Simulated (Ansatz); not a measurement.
SiNi3: single point with PBEsol

Crystal: SiNi3.

```xyz
4
Lattice="1.2928 0.7464 7.6620 -1.2928 0.7464 7.6620 0.0000 -1.4928 7.6620" Properties=species:S:1:pos:R:3 pbc="T T T"
Ni    0.0000    0.0000    5.8553
Ni    0.0000    0.0000   11.4930
Ni    0.0000    0.0000   17.1307
Si    0.0000    0.0000    0.0000
```

The cell comes from a database or a generator and needn't be the stable form of this composition.

```json
{
  "Program": "Ansatz 0.2.0",
  "Task": "single point",
  "Functional": "PBEsol",
  "Potentials or basis": "Ansatz PAW",
  "Cutoff": "420 eV (not typed: the program's choice for these potentials)",
  "k mesh": "12 × 12 × 12",
  "Occupations": "fermi-dirac, width 0.05 eV",
  "Spin": "no spin polarisation"
}
```

```
Pressure               : -6.4 GPa
Largest force          : 0.060 eV/Å
Band gap on the k mesh : none (metal or under the smearing width)
```

Forces in eV/Å, atoms in the order of the input:
```
Ni   0.000  0.000  0.060
Ni   0.000  0.000  0.000
Ni   0.000  0.000 -0.060
Si   0.000  0.000  0.000
```

Stress tensor (GPa, compression positive):
```
-6.06  0.00  0.00
 0.00 -6.06  0.00
 0.00  0.00 -7.18
```

Levels at points of the mesh, in eV from the Fermi level:
| k point | band 27 | band 28 | band 29 | band 30 | band 31 | band 32 |
| --- | --- | --- | --- | --- | --- | --- |
| (0.00, 0.00, 0.00) | -1.22 | -1.04 | -1.04 | -0.39 | -0.39 | 4.03 |
| (0.00, 0.00, -0.50) | -0.30 | -0.03 | 0.00 | 0.76 | 1.05 | 2.38 |
| (0.00, -0.50, -0.50) | -0.30 | -0.10 | -0.03 | 0.19 | 1.91 | 2.16 |
| (-0.50, -0.50, -0.50) | -1.28 | -1.01 | -1.01 | -0.39 | -0.39 | 6.31 |

Wall time 9.1 s on 2 threads of Arm Neoverse V2, with other jobs on the host, peak memory 0.48 GiB.

Caveat: the PAW data sets come from PBE, with cores solved anew for the run's functional, which leaves a small shift of forces and pressure. Spin polarisation is off, so any magnetic state and its effect on volume and gap are missing.
